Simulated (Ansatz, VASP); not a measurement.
**TiO2 (Rutile) in VASP and in Ansatz**

```
Ti O
1.0
     4.60655    0.00000    0.00000
     0.00000    4.60655    0.00000
     0.00000    0.00000    2.95571
Ti O
2 4
Direct
  0.00000 0.00000 0.00000
  0.50000 0.50000 0.50000
  0.30435 0.30435 0.00000
  0.19565 0.80435 0.50000
  0.69565 0.69565 0.00000
  0.80435 0.19565 0.50000
```

Alike in both runs: functional PBE; dispersion D3(BJ); k mesh 3 × 3 × 5; no spin polarisation.

Ansatz relaxed the structure, and its values are those at the end. VASP's run is a single point on that final structure, the one shown.

|  | VASP | Ansatz |
| --- | --- | --- |
| version | VASP 6.6.1 | Ansatz 0.2.0 |
| potentials or method | VASP PAW PBE potentials, release 64 (Ti_sv, O) | plane waves, PAW |
| plane-wave cutoff (eV) | 520 | 435 |
| occupations | gaussian, width 0.01 eV | fixed |
| valence electrons in the cell | 48 | 48 |

```tsv
	VASP	Ansatz	Ansatz less VASP
pressure (GPa)	0.7	0.0	-0.66
rms of the force components (eV/Å)	0.011	0.001	-0.0108
dispersion energy (meV/atom)	-247.5	-247.5	-0.06
```

Ansatz warned: «force_scf_threshold_loose».

Caveats: the k mesh is coarse (spacing up to 0.45 Å⁻¹), so the values aren't converged. A k mesh can miss the band edges.
